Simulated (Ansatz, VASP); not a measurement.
One calculation of SiC, two programs

```
CELL_PARAMETERS angstrom
0.01082 2.16990 2.16990
2.16990 0.01082 2.16990
2.16990 2.16990 0.01082
ATOMIC_POSITIONS crystal
Si 0.99975 0.99975 0.99975
C 0.75025 0.75025 0.75025
```

Change from the starting cell: equal xy, yz and zx engineering shears of +0.5 %.

Alike in both runs: functional LDA; k mesh 8 × 8 × 8; no spin polarisation.

Ansatz relaxed the structure, and its values are those at the end. VASP's run is a single point on that final structure, the one shown.

|  | VASP | Ansatz |
| --- | --- | --- |
| version | VASP 6.6.1 | Ansatz 0.2.0 |
| potentials or method | VASP PAW LDA potentials, release 64 (Si, C), cutoff 520 eV | all-electron LAPW, scalar-relativistic |
| occupations | gaussian, width 0.01 eV | fixed |

```tsv
	VASP	Ansatz	Ansatz less VASP
gap on the k mesh at the Fermi level (eV)	1.26	1.27	+0.013
pressure (GPa)	0.4	0.0	-0.44
```

Ansatz ran all-electron here, so the differences hold the error of VASP's frozen core and of both bases.

A k mesh can miss the band edges.
